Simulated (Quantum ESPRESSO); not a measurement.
# MnS under changes of volume

One of the cells (21.464 Å³/atom); the others are scaled copies at fixed shape and fractional positions:

```xyz
4
Lattice="3.9536 0.0000 0.0000 -1.9768 3.4239 0.0000 0.0000 0.0000 6.3425" Properties=species:S:1:pos:R:3 pbc="T T T"
Mn    1.9768    1.1413    3.1639
Mn    0.0000    2.2826    6.3352
S     0.0000    2.2826    3.9714
S     1.9768    1.1413    0.8001
```

The cell is a database's computed one.

```yaml
Program: Quantum ESPRESSO 7.5
Functional: PBEsol
Potentials_or_basis: GBRV 1.5 PBEsol
Cutoff: 612 eV
Density_cutoff: 4898 eV
k_mesh: 8 × 8 × 4
Occupations: fermi-dirac, width 0.05 eV
Spin: collinear spin, ferromagnetic start
Starting_moments: "[4.0, 4.0, 0.0, 0.0] μB"
```

```tsv
volume (Å³/atom)	energy over the lowest point (meV/atom)	pressure (GPa)	moment (μB per cell)	largest force (eV/Å)
20.176	11.17	2.7	9.54	0.332
20.606	?	?	?	?
21.035	0.77	0.6	9.77	0.295
21.464	0.00	-0.5	9.84	0.273
21.893	2.07	-1.5	9.90	0.254
22.323	6.77	-2.4	9.94	0.236
22.752	14.03	-3.4	9.97	0.219
```

What does the run at 20.606 Å³/atom give?

Energy over the lowest point 4.58 meV/atom; pressure 1.7 GPa; moment 9.68 μB per cell; largest force 0.315 eV/Å.

Worked out: A Birch-Murnaghan fit of order 3 (a polynomial in V^(-2/3)) to the other rows has its minimum at 21.36 Å³/atom with B0 = V·E''(V) = 53 GPa (rough, since the energies scatter) at fixed shape and positions, which overstates the stiffness. It gives 4.44 meV/atom at 20.606 Å³/atom, against the run's 4.58, and -dE/dV = 1.9 GPa, against 1.7. A parabola through the other rows of the moment, of slope 0.255 μB per Å³/atom there, gives 9.66 μB, against the run's 9.68.

Energies are extrapolated to zero smearing.

Caveats: only a ferromagnetic start was run, and an antiferromagnetic order may lie lower in energy.
